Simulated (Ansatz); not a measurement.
Runs of Ansatz 0.2.0 on Cu. The structure is orthorhombic, space group Cmcm (No. 63). The conventional cell has a = 2.437 Å, b = 7.953 Å, c = 2.475 Å, α = 90.00°, β = 90.00°, γ = 90.00°. Around Cu (site symmetry m2m) lie 10 Cu at 2.44 to 2.54 Å. This isn't the form of Cu at room conditions, which is fcc.

```csv
level,k mesh,cutoff (eV),mesh quality,V0 of scaled cells (Å³/atom),B0 (GPa)
PBE0,6 × 6 × 6,420,coarse,12.56,(a)
LDA,11 × 11 × 11,420,not flagged,11.41,172
r2SCAN,11 × 11 × 11,500,not flagged,12.01,147
PBEsol,11 × 11 × 11,420,not flagged,(b),153
```

Alike in all rows: task equation of state; potentials or basis Ansatz PAW; no spin polarisation; cell as given; smearing fermi-dirac 0.05 eV.

Question: Estimate the missing entries.

Answer: (a) 117; (b) 11.87.

Caveats: some runs use coarse meshes; the cell was scaled at fixed shape and fractional positions, which overstates the stiffness of a crystal with free parameters, most of all of layers and chains; the PAW data sets were made with another functional, which shifts forces and pressure a little (some runs).

Runs at the PBE level aren't shown here.
